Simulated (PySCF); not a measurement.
Job file and geometry (Å, from GFN2-xTB, dihedral held) of an NMR shielding run on SMILES CCCN, C3H9N, PySCF, GIAO PBE0/pcSseg-1 NMR shielding, non-relativistic, gas phase; density fitting, a coarse starting grid and PySCF grid level 2 are the driver's defaults:

```
{"job": {"kind": "nmr", "xc": "PBE0", "basis": "pcSseg-1", "pop": false}, "charge": 0, "multiplicity": 1}
C      1.713835     0.196000     0.501103
C      0.466245     0.196971    -0.375372
C     -0.765552    -0.350695     0.351314
N     -1.471157     0.731300     1.022494
H      2.561694     0.603390    -0.044824
H      1.564533     0.800842     1.393251
H      1.961116    -0.817291     0.811907
H      0.659863    -0.410980    -1.260845
H      0.239651     1.211289    -0.705377
H     -0.459317    -1.164030     1.031406
H     -1.463233    -0.773462    -0.378033
H     -0.864732     1.170891     1.707551
H     -2.282761     0.374479     1.515287
```

Q: What does the program print?

A: 
```
coarse grid: 9904 points
cycle   1  E = -174.1799420607  dE =  1.883e-01  |g| = 4.170e-01  |ddm| = 2.884e+00
cycle   2  E = -174.1671926262  dE =  1.275e-02  |g| = 4.920e-01  |ddm| = 7.498e-01
cycle   3  E = -174.2236465221  dE = -5.645e-02  |g| = 3.446e-02  |ddm| = 3.998e-01
cycle   4  E = -174.2238386179  dE = -1.921e-04  |g| = 1.475e-02  |ddm| = 3.377e-02
cycle   5  E = -174.2238824416  dE = -4.382e-05  |g| = 4.498e-03  |ddm| = 1.341e-02
cycle   6  E = -174.2238869232  dE = -4.482e-06  |g| = 5.688e-04  |ddm| = 3.737e-03
final grid: 92968 points
cycle   7  E = -174.2453936418  dE = -2.485e-05  |g| = 7.999e-03  |ddm| = 1.920e-02
cycle   8  E = -174.2453874351  dE =  6.207e-06  |g| = 9.556e-03  |ddm| = 1.367e-02
cycle   9  E = -174.2454095500  dE = -2.211e-05  |g| = 3.584e-04  |ddm| = 7.404e-03
cycle  10  E = -174.2454095715  dE = -2.145e-08  |g| = 1.719e-04  |ddm| = 3.679e-04
cycle  11  E = -174.2454095775  dE = -6.042e-09  |g| = 3.172e-05  |ddm| = 1.331e-04
cycle  12  E = -174.2454095777  dE = -2.084e-10  |g| = 7.584e-06  |ddm| = 3.194e-05
converged SCF energy = -174.2454095777

GIAO shielding tensors (ppm)
atom      isotropic    diamagn.    paramagn.     s11        s22        s33       span
  0 C      170.959     247.122     -76.163    153.388    173.739    185.752     32.364
  1 C      157.933     246.678     -88.745    140.353    158.834    174.612     34.260
  2 C      137.965     245.586    -107.621    125.158    138.248    150.488     25.330
  3 N      230.624     313.459     -82.836    189.500    243.436    258.935     69.435
  4 H       30.545      28.890       1.655     26.014     27.910     37.711     11.696
  5 H       30.668      30.347       0.321     26.242     29.914     35.847      9.605
  6 H       30.946      29.993       0.953     27.041     28.682     37.114     10.073
  7 H       29.966      31.185      -1.219     24.804     29.058     36.034     11.230
  8 H       30.260      30.997      -0.737     26.708     28.933     35.139      8.431
  9 H       28.874      31.420      -2.546     24.553     28.263     33.807      9.255
 10 H       28.646      30.579      -1.933     23.918     28.142     33.878      9.959
 11 H       31.239      31.735      -0.496     23.891     31.119     38.707     14.816
 12 H       31.074      29.980       1.094     23.633     27.891     41.699     18.066
```

The geometry is no minimum: GFN2-xTB, dihedral held.

Size and cost of the density-fitted run: 113 basis functions, 6 s wall time on 1 thread of an Arm Neoverse V1, shared host.
